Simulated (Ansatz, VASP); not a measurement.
One calculation of BaS, two programs

File INCAR:

```
ALGO = Normal
EDIFF = 1E-7
ENCUT = 520
GGA = PE
ISIF = 2
ISMEAR = 0
LASPH = True
LCHARG = True
LELF = True
LREAL = False
LVHAR = True
LWAVE = False
NBANDS = 15
NELM = 100
PREC = Accurate
SIGMA = 0.1
```

The input KPOINTS:

```
k-points
0
Gamma
  6 6 6
```

Contents of POSCAR:

```
BaS
1.0
    0.0000000000      3.1937500000      3.1937500000
    3.1937500000      0.0000000000      3.1937500000
    3.1937500000      3.1937500000      0.0000000000
Ba S
1 1
Direct
    0.0000000000      0.0000000000      0.0000000000
    0.5000000000      0.5000000000      0.5000000000
```

Input for Ansatz:

```yaml
crystal:
  lattice:
    - [0.0, 3.19375, 3.19375]
    - [3.19375, 0.0, 3.19375]
    - [3.19375, 3.19375, 0.0]
  atoms:
    - { symbol: Ba, position: [0.0, 0.0, 0.0] }
    - { symbol: S, position: [0.5, 0.5, 0.5] }
basis:
  ecutwfc: 420
kpoints:
  mp_grid: { grid: [6, 6, 6] }
hamiltonian:
  xc: pbe
scf:
  occupations: { method: gaussian, width: 0.1 }
output:
  forces: true
  stress: true
  eigenvalues: true
```

Alike in both runs: task single point; functional PBE; k mesh 6 × 6 × 6; occupations gaussian, width 0.1 eV; no spin polarisation.

```csv
,VASP,Ansatz
version,VASP 6.6.1,Ansatz 0.2.0
potentials or method,"VASP PAW PBE potentials, release 64 (Ba_sv, S)","scalar-relativistic, plane waves, PAW"
plane-wave cutoff (eV),520,420
valence electrons in the cell,16,16
```

Ansatz gave:

| Property | Result |
| --- | --- |
| gap on the k mesh at the Fermi level (eV) | 2.21 |
| least direct gap on the mesh (eV) | 2.31 |
| pressure (GPa) | 0.8 |

Problem. What did VASP give for the same quantities?

Solution. gap on the k mesh at the Fermi level (eV): 2.11; least direct gap on the mesh (eV): 2.24; pressure (GPa): 1.4.

With one functional, cell and mesh, what is left measures potentials, basis and numerics.

Caveats: spin-orbit coupling is left out, which moves the levels of the heavy elements. As with any semilocal functional, this PBE gap is likely too small. A k mesh can miss the band edges.
